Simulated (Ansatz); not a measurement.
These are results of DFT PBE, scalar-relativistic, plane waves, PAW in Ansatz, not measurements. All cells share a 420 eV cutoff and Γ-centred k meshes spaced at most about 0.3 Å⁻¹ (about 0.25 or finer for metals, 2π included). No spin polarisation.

Temperature and zero-point effects are left out.

Two forms of Li₂H were relaxed alike.

1.

```cif
data_structure
_symmetry_space_group_name_H-M 'Pmmn:1'
_symmetry_Int_Tables_number 59
_cell_length_a 2.8229
_cell_length_b 4.1771
_cell_length_c 5.9846
_cell_angle_alpha 90.000
_cell_angle_beta 90.000
_cell_angle_gamma 90.000
_cell_volume 70.57
loop_
_atom_site_label
_atom_site_type_symbol
_atom_site_symmetry_multiplicity
_atom_site_Wyckoff_symbol
_atom_site_fract_x
_atom_site_fract_y
_atom_site_fract_z
_atom_site_occupancy
Li1 Li 2 b 0.50000 0.00000 0.39330 1
Li2 Li 2 b 0.00000 0.50000 0.14680 1
H1 H 2 a 0.50000 0.50000 0.38981 1
```

2.

```cif
data_structure
_symmetry_space_group_name_H-M 'I4_1/amd:1'
_symmetry_Int_Tables_number 141
_cell_length_a 4.1040
_cell_length_b 4.1040
_cell_length_c 8.3042
_cell_angle_alpha 90.000
_cell_angle_beta 90.000
_cell_angle_gamma 90.000
_cell_volume 139.87
loop_
_atom_site_label
_atom_site_type_symbol
_atom_site_symmetry_multiplicity
_atom_site_Wyckoff_symbol
_atom_site_fract_x
_atom_site_fract_y
_atom_site_fract_z
_atom_site_occupancy
Li1 Li 8 e 0.00000 0.00000 0.27398 1
H1 H 4 b 0.50000 0.00000 0.25000 1
```

Question: Which would you expect to be lower, and how large is the difference?

Answer: Cell 1 is lower, by 8 meV/atom. Cell 1 has space group Pmmn (No. 59), 11.8 Å³/atom and no gap on its mesh; cell 2 has the anti-anatase type, space group I4_1/amd (No. 141), 11.7 Å³/atom and no gap. Counting H atoms around Li (those within 1.25 times the shortest such distance or 1.15 times the sum of covalent radii, 1.27 where that leaves under three; a plus sign parts nearer from farther groups; a slash parts the counts of unlike sites), cell 1 has Li 2/4 and cell 2 has Li 1+2. In cell 1, Li on its first site is surrounded by 2 H at 1.92 Å, 2 H at 2.09 Å, 11 Li at 2.75–2.92 Å and 1 Li at 3.23 Å; around Li on its second site lie 2 H at 2.03 Å and 12 Li at 2.75–3.23 Å; H is surrounded by 6 Li at 1.92–2.09 Å. In cell 2, Li has 1 H at 1.88 Å, 2 H at 2.06 Å, 2 Li at 2.65 Å and 8 Li at 2.92–2.93 Å; H has 2 Li at 1.88 Å and 4 Li at 2.06 Å. Origin: cell 1, invented, then shaken at random and relaxed again; cell 2, invented. Checks on cell 1: no imaginary mode on a 4×2×1 q mesh.

For metals, differences of a few meV/atom aren't resolved. With hydrogen, zero-point motion can shift such differences by 10 meV/atom or more. Cells relaxed within their symmetry can be saddle points.
